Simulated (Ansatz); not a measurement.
Given:

GeO$_{2}$:
```yaml
crystal:
  lattice:
    - [5.09118, 0.00000, 0.00000]
    - [-2.54559, 4.40909, 0.00000]
    - [0.00000, 0.00000, 5.76870]
  atoms:
    - { symbol: Ge, position: [0.45555, 0.00000, 0.66667] }
    - { symbol: Ge, position: [0.00000, 0.45555, 0.33333] }
    - { symbol: Ge, position: [0.54445, 0.54445, 0.00000] }
    - { symbol: O, position: [0.39729, 0.29832, 0.75807] }
    - { symbol: O, position: [0.29832, 0.39729, 0.24193] }
    - { symbol: O, position: [0.70168, 0.09897, 0.42474] }
    - { symbol: O, position: [0.60271, 0.90103, 0.90860] }
    - { symbol: O, position: [0.90103, 0.60271, 0.09140] }
    - { symbol: O, position: [0.09897, 0.70168, 0.57526] }
```

This is the PBE-relaxed structure.

Q: All from PBE in the plane-wave PAW code Ansatz, unless another level is named. Estimate the electron effective mass.

A: 0.39, 0.44, 0.44 mₑ (principal values).

Q: Give the gap with spin–orbit coupling.

A: 3.22 eV.

Q: Next, the HSE06 gap on the PBE cell?

A: 5.07 eV.

Space group P3_221. Symmetry was held in the PBE relaxation. Scalar-relativistic: spin–orbit coupling is off unless named, which matters more the heavier the elements.

Potentials: the later of the program's two PAW sets.
